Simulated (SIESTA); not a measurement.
**CdSe (Cadmoselite) under changes of volume**

One of the cells (28.102 Å³/atom); the others are scaled copies at fixed shape and fractional positions:

```
CELL_PARAMETERS angstrom
4.30000 0.00000 0.00000
-2.15000 3.72391 0.00000
0.00000 0.00000 7.02000
ATOMIC_POSITIONS crystal
Cd 0.66667 0.33333 0.50000
Cd 0.33333 0.66667 0.00000
Se 0.66667 0.33333 0.88500
Se 0.33333 0.66667 0.38500
```

| Quantity | Value |
| --- | --- |
| Program | SIESTA 5.4.2 |
| Functional | PBEsol |
| Potentials or basis | PseudoDojo 0.4 standard (PBEsol files) |
| Basis | DZP (energy shift 0.003 Ry; two zetas on semicore shells) |
| Grid cutoff | 800 Ry |
| Energy shift | 0.003 Ry |
| k mesh | 7 × 7 × 4 |
| Occupations | fermi-dirac, width 0.05 eV |
| Spin | no spin polarisation |

```tsv
volume (Å³/atom)	energy over the lowest point (meV/atom)	pressure (GPa)	gap on the mesh (eV)	largest force (eV/Å)
26.416	23.82	4.4	0.99	0.385
26.978	11.13	2.9	0.93	0.358
27.540	?	?	?	?
28.102	0.00	0.4	0.81	0.306
28.665	0.53	-0.7	0.75	0.286
29.227	4.80	-1.6	0.69	0.265
29.789	11.82	-2.4	0.63	0.244
```

What does the run at 27.540 Å³/atom give?

Energy over the lowest point 3.42 meV/atom; pressure 1.6 GPa; gap on the mesh 0.87 eV; largest force 0.331 eV/Å.

Worked out: A Birch-Murnaghan fit of order 3 (a polynomial in V^(-2/3)) to the other rows has its minimum at 28.29 Å³/atom with B0 = V·E''(V) = 54 GPa and B' = 5.0 at fixed shape and positions, which overstates the stiffness. It gives 3.34 meV/atom at 27.540 Å³/atom, against the run's 3.42, and -dE/dV = 1.6 GPa, against 1.6. A straight line through the other rows of the gap, of slope -2.99 eV per unit of ln V (its deformation potential), gives 0.87 eV, against the run's 0.87.

Energies are extrapolated to zero smearing.

Caveats: an odd mesh through Γ misses points on the zone boundary, where band edges often lie; the basis of atomic orbitals isn't converged, which shifts pressures, moduli and gaps. Spin-orbit coupling on Cd, Se is left out.
